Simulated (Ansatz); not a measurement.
The system is SiNi.

```
CELL_PARAMETERS angstrom
5.17310 0.00000 0.00000
0.00000 3.33810 0.00000
0.00000 0.00000 5.60490
ATOMIC_POSITIONS crystal
Ni 0.99221 0.75000 0.81248
Ni 0.50779 0.25000 0.31248
Ni 0.49221 0.75000 0.68752
Ni 0.00779 0.25000 0.18752
Si 0.67872 0.25000 0.91750
Si 0.82128 0.75000 0.41750
Si 0.17872 0.25000 0.58250
Si 0.32128 0.75000 0.08250
```

* Program: Ansatz 0.2.0
* Task: relaxation of cell and atoms
* Functional: PBEsol
* Potentials or basis: Ansatz PAW
* Cutoff: 420 eV (not typed: the program's choice for these potentials)
* k mesh: 5 × 8 × 5
* Occupations: fermi-dirac, width 0.05 eV
* Spin: collinear spin, ferromagnetic start
* Starting moments: [1.0, 1.0, 1.0, 1.0, 0.0, 0.0, 0.0, 0.0] μB

At the start: volume 12.10 Å³/atom.

Question: How do energy, volume and symmetry change on relaxing?

Answer: It ends after 6 steps and the volume is 11.80 Å³/atom (-2.5 %); space group Pnma (No. 62, to 0.05 Å); moment 0.00 μB per cell.

The path:
```
step  energy change (eV)  largest force (eV/Å)  volume (Å³)
   1              0.0000                0.0821        96.79
   2             -0.0430                0.0922        95.42
   3             -0.0560                0.0450        94.22
   4             -0.0566                0.0166        94.36
   5             -0.0566                0.0026        94.40
   6             -0.0560                0.0026        94.40
```

Final structure:
```
Ni Si
1.0
     5.06731    0.00000    0.00000
     0.00000    3.37983    0.00000
     0.00000    0.00000    5.51170
Ni Si
4 4
Direct
  0.99042 0.75000 0.81259
  0.50958 0.25000 0.31259
  0.49042 0.75000 0.68741
  0.00958 0.25000 0.18741
  0.67877 0.25000 0.91171
  0.82123 0.75000 0.41171
  0.17877 0.25000 0.58829
  0.32123 0.75000 0.08829
```

The cell as given is a measured one (12.10 Å³/atom); PBEsol puts the equilibrium volume -2.5 % from it, thermal expansion not counted.

Caveat: the plane-wave basis is chosen anew once the cell has moved, so the energies of steps on either side of that aren't comparable; the PAW data sets come from PBE, with cores solved anew for the run's functional, which leaves a small shift of forces and pressure; the starting moments weren't kept.
